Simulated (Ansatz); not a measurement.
## PbSe2 and the effect of the functional

The cell as given:

```cif
data_structure
_symmetry_space_group_name_H-M 'I4/mcm'
_symmetry_Int_Tables_number 140
_cell_length_a 6.4773
_cell_length_b 6.4773
_cell_length_c 7.8044
_cell_angle_alpha 90.000
_cell_angle_beta 90.000
_cell_angle_gamma 90.000
_cell_volume 327.43
loop_
_atom_site_label
_atom_site_type_symbol
_atom_site_symmetry_multiplicity
_atom_site_Wyckoff_symbol
_atom_site_fract_x
_atom_site_fract_y
_atom_site_fract_z
_atom_site_occupancy
Pb1 Pb 4 a 0.00000 0.00000 0.75000 1
Se1 Se 8 h 0.37018 0.12982 0.00000 1
```

The cell comes from a database or a generator and needn't be the stable form of this composition.

Kept alike: task relaxation of cell and atoms; k mesh 6 × 6 × 6; occupations fermi-dirac, width 0.05 eV; no spin polarisation. Program: Ansatz, Ansatz PAW. Cutoffs run from 420 to 500 eV. The mesh is that of the run's cell of 6 atoms. No spin-orbit coupling.

| functional | band gap (eV) | volume (Å³/atom) |
| --- | --- | --- |
| LDA | 0.05 or less | 25.429 |
| PBEsol | 0.05 or less | 26.175 |
| r2SCAN | 0.246 | 27.286 |

Stopped at the starting cell, within the stress tolerance: r2SCAN. Spin-orbit coupling, left out here, moves the band edges of heavy atoms and can close or invert small gaps. Gaps hold for each row's own relaxed cell. The relaxations keep at least the cell's symmetry (I4/mcm). Relaxations stop with a little pressure left, so the last digits of a volume or edge aren't settled. A gap read on the mesh alone can miss an edge between its points. All rows use potentials made for PBE.

The band gap runs from 0.05 or less (LDA; PBEsol) to 0.246 eV (r2SCAN). The volume runs from 25.429 (LDA) to 27.286 Å³/atom (r2SCAN).
